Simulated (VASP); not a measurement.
# Ga (I4/mmm) in VASP: notebook, part 2 of 2

VASP 6.6.1. Earlier steps stand in the parts before.

**5. Single point, PBE**

File INCAR:

```
ADDGRID = False
ALGO = Normal
EDIFF = 1E-4
ENCUT = 450
GGA = PE
ISIF = 2
ISMEAR = 1
LASPH = True
LCHARG = False
LREAL = Auto
LWAVE = False
NELM = 100
PREC = Normal
SIGMA = 0.15
```

File KPOINTS:

```
k-points
0
Gamma
  12 12 12
```

File POSCAR:

```
Ga
1.0
   -1.3843987196      1.3843987196      2.3112238365
    1.3843987196     -1.3843987196      2.3112238365
    1.3843987196      1.3843987196     -2.3112238365
Ga
1
Direct
    0.0000000000      0.0000000000      0.0000000000
```

Potentials or basis: VASP PAW PBE potentials, release 64 (Ga_d).

Run with:

```console
> cat potpaw_PBE.64/Ga_d/POTCAR > POTCAR
> mpirun -np 1 vasp_std > vasp.out
```

OUTCAR:

```text
EDIFF = 1E-4
   ENCUT = 450
   GGA = PE
   ISIF = 2
   ISMEAR = 1
   LASPH = True
   LREAL = Auto
   NELM = 100
   PREC = Normal

 Found    163 irreducible k-points:

 Following reciprocal coordinates:
            Coordinates               Weight
  0.000000  0.000000  0.000000      1.000000
  0.083333  0.000000 -0.000000      8.000000
  0.166667  0.000000  0.000000      8.000000
  0.250000  0.000000 -0.000000      8.000000
  0.333333  0.000000  0.000000      8.000000
  0.416667  0.000000 -0.000000      8.000000
   k-points           NKPTS =    163   k-points in BZ     NKDIM =    163   number of bands    NBANDS=     10
   number of dos      NEDOS =    301   number of ions     NIONS =      1
   total plane-waves  NPLWV =   4096
   dimension x,y,z NGX =    16 NGY =   16 NGZ =   16
   dimension x,y,z NGXF=    32 NGYF=   32 NGZF=   32
   ions per type =               1
   NGX,Y,Z   is equivalent  to a cutoff of   8.78,  8.78,  8.78 a.u.
   NGXF,Y,Z  is equivalent  to a cutoff of  17.56, 17.56, 17.56 a.u.
 SYSTEM =  unknown system
   PREC   = normal    normal or accurate (medium, high low for compatibility)
   ISTART =      0    job   : 0-new  1-cont  2-samecut
   ICHARG =      2    charge: 1-file 2-atom 10-const
   ISPIN  =      1    spin polarized calculation?
   LNONCOLLINEAR =      F non collinear calculations
   LSORBIT =      F    spin-orbit coupling
   LASPH  =      T    aspherical Exc in radial PAW
[... 62 lines left out ...]
      3      -8.7579      2.00000
      4      -8.7579      2.00000
      5      -8.5945      2.00000
      6      -5.3850      2.00000
      7      18.8473      0.00000
      8      19.1562      0.00000
      9      19.1562      0.00000
     10      22.5373      0.00000
[... 53 lines left out ...]
 k-point     6 :       0.4167    0.0000   -0.0000
  band No.  band energies     occupation
      1      -8.9168      2.00000
      2      -8.8979      2.00000
      3      -8.7377      2.00000
      4      -8.5986      2.00000
      5      -8.5599      2.00000
      6      -0.5687      2.00000
      7       4.1001      2.00000
      8      14.2648      0.00000
      9      18.1846      0.00000
     10      18.6196      0.00000

 [... further k-points ...]

------------------------ aborting loop because EDIFF is reached ----------------------------------------

  FORCE on cell =-STRESS in cart. coord.  units (eV):
  Direction    XX          YY          ZZ          XY          YZ          ZX
  --------------------------------------------------------------------------------------
  -------------------------------------------------------------------------------------
  Total        0.3177911      0.3177911      0.5166371      0.0000000      0.0000000      0.0000000
  in kB       28.7361029     28.7361029     46.7166653      0.0000000      0.0000000      0.0000000
  external PRESSURE =      34.7296237 kB  Pullay stress =       0.0000000 kB

 VOLUME and BASIS-vectors are now :
 -----------------------------------------------------------------------------
  energy-cutoff  :      450.00
  volume of cell :       17.72
      direct lattice vectors                 reciprocal lattice vectors
    -1.384398720  1.384398720  2.311223836     0.000000000  0.361167627  0.216335602
     1.384398720 -1.384398720  2.311223836     0.361167627  0.000000000  0.216335602
     1.384398720  1.384398720 -2.311223836     0.361167627  0.361167627  0.000000000

 POSITION                                       TOTAL-FORCE (eV/Angst)
 -----------------------------------------------------------------------------------
      0.00000      0.00000      0.00000         0.000000      0.000000     -0.000000
 -----------------------------------------------------------------------------------
    total drift:                                0.000000      0.000000     -0.000000

  FREE ENERGIE OF THE ION-ELECTRON SYSTEM (eV)
  ---------------------------------------------------
  free  energy   TOTEN  =        -2.8711327080 eV

  energy  without entropy=       -2.8706951461  energy(sigma->0) =       -2.87098685
```

OSZICAR:

```text
N       E                     dE             d eps       ncg     rms          rms(c)
DAV:   1     0.321078092124E+02    0.32108E+02   -0.66285E+03  3424   0.214E+03
DAV:   2    -0.188796148357E+01   -0.33996E+02   -0.33241E+02  3372   0.220E+02
DAV:   3    -0.289363997454E+01   -0.10057E+01   -0.10032E+01  3798   0.382E+01
DAV:   4    -0.290160714875E+01   -0.79672E-02   -0.79658E-02  3720   0.347E+00
DAV:   5    -0.290171362202E+01   -0.10647E-03   -0.10647E-03  3778   0.351E-01    0.925E-01
DAV:   6    -0.287740194210E+01    0.24312E-01   -0.48928E-02  3762   0.489E+00    0.468E-01
DAV:   7    -0.287176338583E+01    0.56386E-02   -0.93185E-03  4574   0.182E+00    0.126E-01
DAV:   8    -0.287112884776E+01    0.63454E-03   -0.78293E-04  3800   0.580E-01    0.937E-03
DAV:   9    -0.287113270801E+01   -0.38603E-05   -0.86154E-06  2090   0.509E-02
   1 F= -.28711327E+01 E0= -.28709869E+01  d E =-.437562E-03
```

Run time: 4.8 s. Hardware: 1 thread of Intel Xeon 6975P-C (Granite Rapids), shared host; peak memory 0.12 GiB.

These settings aren't checked as converged: the numbers below hold their error.

What came out:

```
Free energy            : -2.8711 eV
Pressure               : 3.5 GPa
Band gap on the k mesh : none (metal or under the smearing width)
```

**6. Single point, PBE**

File INCAR:

```
ADDGRID = False
ALGO = Normal
EDIFF = 1E-7
ENCUT = 350
GGA = PE
ISIF = 2
ISMEAR = 1
LASPH = True
LCHARG = False
LREAL = False
LWAVE = False
NELM = 100
PREC = Accurate
SIGMA = 0.15
```

File KPOINTS:

```
k-points
0
Gamma
  14 14 14
```

POSCAR is that of step 5.

Potentials or basis: VASP PAW PBE potentials, release 64 (Ga_d).

Run with:

```console
> cat potpaw_PBE.64/Ga_d/POTCAR > POTCAR
> mpirun -np 1 vasp_std > vasp.out
```

Wall time 8.4 s (1 thread of Intel Xeon 6975P-C (Granite Rapids), shared host); peak memory 0.13 GiB.

These settings aren't checked as converged: the numbers below hold their error.

Results:

- Free energy: -2.8703 eV
- Pressure: 3.5 GPa
- Band gap on the k mesh: none (metal or under the smearing width)

Caveat: the cutoff is under 1.25 times the usual one of these potentials, so pressure, stress and relaxed cells hold a basis-set (Pulay) error.

**7. For comparison**

An earlier run on the cell as given: functional PBEsol; potentials or basis VASP PAW PBE potentials, release 64 (Ga_d); cutoff 520 eV; k mesh 13 × 13 × 13; occupations fermi-dirac, width 0.05 eV; no spin polarisation.

* Pressure: -0.2 GPa
* Band gap on the k mesh: none (metal or under the smearing width)
